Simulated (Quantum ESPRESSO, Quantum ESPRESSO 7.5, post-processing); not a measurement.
# black phosphorene, 1 layer: a series in the share of short-range exact exchange

What law, if any, do the results for black phosphorene, 1 layer follow against the share of short-range exact exchange?

Program: Quantum ESPRESSO 7.5. Level of theory: plane-wave DFT, PBE, SG15 norm-conserving pseudopotentials (geometry by pw.x at PBE, GBRV ultrasoft). Results are calculated unless marked as measured.

Report form: the programs' logs are mostly left out.

### Step 1. Starting point

The cell holds 4 atoms: 4 P. Cell: a = 4.620 Å, b = 3.300 Å, c = 17.240 Å, α = 90.0°, β = 90.0°, γ = 90.0°. It derives from P. Vacuum lies along c.

Set-up: Cell and atoms are relaxed under PBE (GBRV files) and held. Screened hybrids with norm-conserving files, screening 0.106 per bohr, fixed occupations, a 6×8×1 mesh with exchange on 3×4×1 q points. Levels count from the potential in the middle of the vacuum.

Members 0.15, 0.2 and 0.25 took the same steps and show in the table alone.

### Step 2. Relaxing cell and ions of the reference

What the set-up leaves free in this member is relaxed.

The input, ref.relax.in:

```
&control
  prefix = 'ref.relax'
  outdir = './out'
  pseudo_dir = './pseudo'
  nstep = 80
  forc_conv_thr = 0.0004
  calculation = 'vc-relax'
  etot_conv_thr = 1e-06
/
&system
  ibrav = 0
  nat = 4
  ntyp = 1
  ecutwfc = 50
  ecutrho = 250
  occupations = 'smearing'
  smearing = 'fd'
  degauss = 0.004
/
&electrons
  conv_thr = 1e-09
  mixing_beta = 0.4
  electron_maxstep = 120
  mixing_mode = 'plain'
/
&ions
/
&cell
  cell_dofree = '2Dxy'
  press_conv_thr = 0.3
/
ATOMIC_SPECIES
  P   30.9738  p_pbe_v1.5.uspp.F.UPF
CELL_PARAMETERS angstrom
  4.62000000000000 0.00000000000000 0.00000000000000
  0.00000000000000 3.30000000000000 0.00000000000000
  0.00000000000000 0.00000000000000 17.24000000000000
ATOMIC_POSITIONS crystal
  P   0.090000000000 0.000000000000 0.435034802784
  P   0.410000000000 0.500000000000 0.440835266821
  P   0.590000000000 0.500000000000 0.559164733179
  P   0.910000000000 0.000000000000 0.564965197216
K_POINTS automatic
  8 8 1 0 0 0
```

Command:

```sh
$ OMP_NUM_THREADS=1 mpirun -n 4 pw.x -nk 4 -in ref.relax.in > ref.relax.out
```

It took 5.9 min on 4 MPI ranks of Intel Xeon Platinum 8259CL at 2.50GHz (Skylake/Cascade Lake), shared host; peak memory 0.86 GiB.

Relaxation path:

| step | energy less that of the first step (eV) | largest force (eV/Å) | volume (Å³) |
| --- | --- | --- | --- |
| 1 | 0.0000 | 1.0221 | 262.84 |
| 2 | -0.0591 | 0.7356 | 262.89 |
| 3 | -0.0932 | 0.3746 | 262.95 |
| 4 | -0.1015 | 0.0969 | 262.99 |
| 5 | -0.1018 | 0.0573 | 262.97 |
| 6 | -0.1021 | 0.0215 | 262.96 |
| 7 | -0.1021 | 0.0074 | 262.98 |
| 8 | -0.1021 | 0.0055 | 263.01 |
| 9 | -0.1021 | 0.0055 | 263.01 |

| cell as run | before | after | change |
| --- | --- | --- | --- |
| a (Å) | 4.620 | 4.620 | +0.0 % |
| b (Å) | 3.300 | 3.302 | +0.1 % |

The atoms that moved most (Å, along periodic axes as changes of fractional coordinates times the final cell, across vacuum about the mean position):

| atom | dx | dy | dz | length |
| --- | --- | --- | --- | --- |
| P4 | 0.005 | 0.000 | -0.066 | 0.067 |
| P1 | -0.005 | 0.000 | 0.066 | 0.067 |
| P3 | -0.007 | 0.000 | 0.034 | 0.034 |
| P2 | 0.007 | 0.000 | -0.034 | 0.034 |

 The last row is no step: it is a fresh SCF in the final cell with a new plane-wave basis, -0 meV from the row before.

Read from the output:

| Property | Result |
| --- | --- |
| free energy | -844.4421 eV |
| Fermi energy | -1.084 eV |

### Step 3. Self-consistent run, 0

The self-consistent run of this member.

Level of this step: plane-wave DFT, PBE, SG15 norm-conserving pseudopotentials (Quantum ESPRESSO 7.5).

The input, m0.scf.in:

```
&control
  prefix = 'm0.scf'
  outdir = './out'
  pseudo_dir = './pseudo'
  calculation = 'scf'
  tprnfor = .true.
/
&system
  ibrav = 0
  nat = 4
  ntyp = 1
  ecutwfc = 60
  ecutrho = 240
  occupations = 'fixed'
  nbnd = 13
/
&electrons
  conv_thr = 1e-08
  mixing_beta = 0.6
  electron_maxstep = 120
/
ATOMIC_SPECIES
  P   30.9738  P_ONCV_PBE-1.2.upf
CELL_PARAMETERS angstrom
  4.62018902700000 0.00000000000000 0.00000000000000
  0.00000000000000 3.30198361900000 0.00000000000000
  0.00000000000000 0.00000000000000 17.24000000000000
ATOMIC_POSITIONS crystal
  P   0.088893265800 0.000000000000 0.438883205000
  P   0.411421231900 0.500000000000 0.438887882100
  P   0.588578768100 0.500000000000 0.561112117900
  P   0.911106734200 0.000000000000 0.561116795000
K_POINTS automatic
  6 8 1 0 0 0
```

Command:

```sh
$ OMP_NUM_THREADS=1 mpirun -n 4 pw.x -nk 2 -in m0.scf.in > m0.scf.out
```

Run time: 24 s. Hardware: 4 MPI ranks; peak memory 0.4 GiB; 96 s of CPU time.

Read from the output:

* free energy: -717.9091 eV
* valence top, on the run's zero: -1.534 eV
* conduction bottom, on the run's zero: -0.6328 eV
* gap by band count: 0.9016 eV

### Step 4. Potential by pp.x, 0

plot_num = 11 writes the bare and Hartree potential, from which vacuum levels or, in a crystal, the mean potential are read.

The input, m0.pot.in:

```
&inputpp
  prefix = 'm0.scf'
  outdir = './out'
  filplot = 'm0.pot.dat'
  plot_num = 11
/
```

Command:

```sh
$ OMP_NUM_THREADS=1 mpirun -n 4 pp.x -in m0.pot.in > m0.pot.out
```

Run time: 1.5 s. Hardware: 4 MPI ranks; peak memory 0.08 GiB.

Read from the output:

| Property | Result |
| --- | --- |
| potential in the middle of the vacuum, over the valence top | 5.040 eV |

Electrostatic potential energy of an electron; zero at the highest filled level of the SCF mesh. The potential energy, planar mean by z:

z (Å), potential energy, planar mean (eV) and a bar from the least value:
```
        0        5.0 ##############################
        1        5.0 ##############################
        2        5.0 ##############################
        3        5.0 ##############################
        4        5.0 ##############################
        5        5.0 ##############################
        6        4.5 #############################
        7       -4.9 ###############
        8      -10.0 #######
        9       -3.6 ################
       10      -14.2 
       11        3.9 ############################
       12        5.0 ##############################
       13        5.0 ##############################
       14        5.0 ##############################
       15        5.0 ##############################
       16        5.0 ##############################
       17        5.0 ##############################
```

### Step 5. Ground state, 0.1

Level of this step: plane-wave DFT, screened hybrid with 0.1 exact exchange, SG15 norm-conserving pseudopotentials (Quantum ESPRESSO 7.5). input_dft overrides the functional of the files.

m1.scf.in is the input of step 3 with these lines changed:

```diff
@@ -1,3 +1,3 @@
 &control
-  prefix = 'm0.scf'
+  prefix = 'm1.scf'
   outdir = './out'
@@ -15,2 +15,8 @@
   nbnd = 13
+  input_dft = 'hse'
+  exx_fraction = 0.1
+  nqx1 = 3
+  nqx2 = 4
+  nqx3 = 1
+  ecutfock = 60
 /
```

Command:

```sh
$ OMP_NUM_THREADS=1 mpirun -n 4 pw.x -nk 2 -in m1.scf.in > m1.scf.out
```

Run time: 2.6 min. Hardware: 4 MPI ranks; peak memory 1.2 GiB.

Numbers from this step:

* free energy: -717.7798 eV
* valence top, on the run's zero: -1.709 eV
* conduction bottom, on the run's zero: -0.5370 eV
* gap by band count: 1.172 eV

### Step 6. SCF with pw.x, 0.3

Level of this step: plane-wave DFT, screened hybrid with 0.3 exact exchange, SG15 norm-conserving pseudopotentials (Quantum ESPRESSO 7.5). input_dft overrides the functional of the files.

m5.scf.in is the input of step 5 with these lines changed:

```diff
@@ -1,3 +1,3 @@
 &control
-  prefix = 'm1.scf'
+  prefix = 'm5.scf'
   outdir = './out'
@@ -16,3 +16,3 @@
   input_dft = 'hse'
-  exx_fraction = 0.1
+  exx_fraction = 0.3
   nqx1 = 3
```

Command:

```sh
$ OMP_NUM_THREADS=1 mpirun -n 4 pw.x -nk 2 -in m5.scf.in > m5.scf.out
```

It took 4.5 min on 4 MPI ranks; peak memory 1.2 GiB; 18 min of CPU time.

Read from the output:

```
free energy                          : -717.5856 eV
valence top, on the run's zero       : -2.086 eV
conduction bottom, on the run's zero : -0.3256 eV
gap by band count                    : 1.760 eV
```

### Step 7. Ground state, 0.4

Level of this step: plane-wave DFT, screened hybrid with 0.4 exact exchange, SG15 norm-conserving pseudopotentials (Quantum ESPRESSO 7.5). input_dft overrides the functional of the files.

m6.scf.in is the input of step 6 with these lines changed:

```diff
@@ -1,3 +1,3 @@
 &control
-  prefix = 'm5.scf'
+  prefix = 'm6.scf'
   outdir = './out'
@@ -16,3 +16,3 @@
   input_dft = 'hse'
-  exx_fraction = 0.3
+  exx_fraction = 0.4
   nqx1 = 3
```

Command:

```sh
$ OMP_NUM_THREADS=1 mpirun -n 4 pw.x -nk 2 -in m6.scf.in > m6.scf.out
```

Run time: 5 min. Hardware: 4 MPI ranks; peak memory 1.2 GiB; 20 min of CPU time.

This step gave:

| Property | Result |
| --- | --- |
| free energy | -717.5191 eV |
| valence top, on the run's zero | -2.287 eV |
| conduction bottom, on the run's zero | -0.2111 eV |
| gap by band count | 2.076 eV |

### Step 8. The series side by side

The series in one table:

| the share of short-range exact exchange (0.25 is HSE06, 0 is PBE) | gap on the mesh (eV) | vacuum level over the valence top (eV) |
| --- | --- | --- |
| 0 | 0.9016 | 5.04 |
| 0.1 | 1.172 | 5.22 |
| 0.15 | 1.313 | 5.314 |
| 0.2 | 1.458 | 5.409 |
| 0.25 | 1.607 | 5.507 |
| 0.3 | 1.76 | 5.607 |
| 0.4 | 2.076 | 5.814 |

### Step 9. The arithmetic

A line through all members has gap = 0.882 + 2.938 α eV and misses single members by up to 0.020 eV; a gap of 1.40 eV, 0.5 above the first member's, would need α = (1.40 − 0.882)/2.938 = 0.18.

### Step 10. Summary of results

```
gap at a share of 0.25 (HSE06)                     : 1.61 eV
gap on the mesh, at 0 and at 0.4                   : 0.90, 2.08 eV
vacuum level over the valence top, at 0 and at 0.4 : 5.04, 5.81 eV
```

**Reading.** The series holds 7 members; gap at a share of 0.25 (HSE06): 1.61 eV. From 0 to 0.4 the gap on the mesh rises from 0.90 to 2.08 eV. From 0 to 0.4 the vacuum level over the valence top rises from 5.04 to 5.81 eV. The valence top sinks by 1.93 eV and the gap opens by 2.94 eV per unit share, so the valence top carries 66 % of the opening. Gaps are those of the mesh; no spin-orbit coupling; the q mesh was not tested; the geometry stays that of PBE.

[Logs are printed without paths, hosts, clocks, repeated set-up lines and the standing remarks that a program may print on its own settings, such as how far it seeks lower states.]

[Hosts, paths, dates, database ids (printed as entryN), source tags and the programs' standing remarks are cut or masked in the printed files.]

[Maps of the electrostatic potential energy from Ansatz leave out the sawtooth potential of an applied field or a dipole correction, so their vacuum need not be flat; planar profiles and work functions include it.]
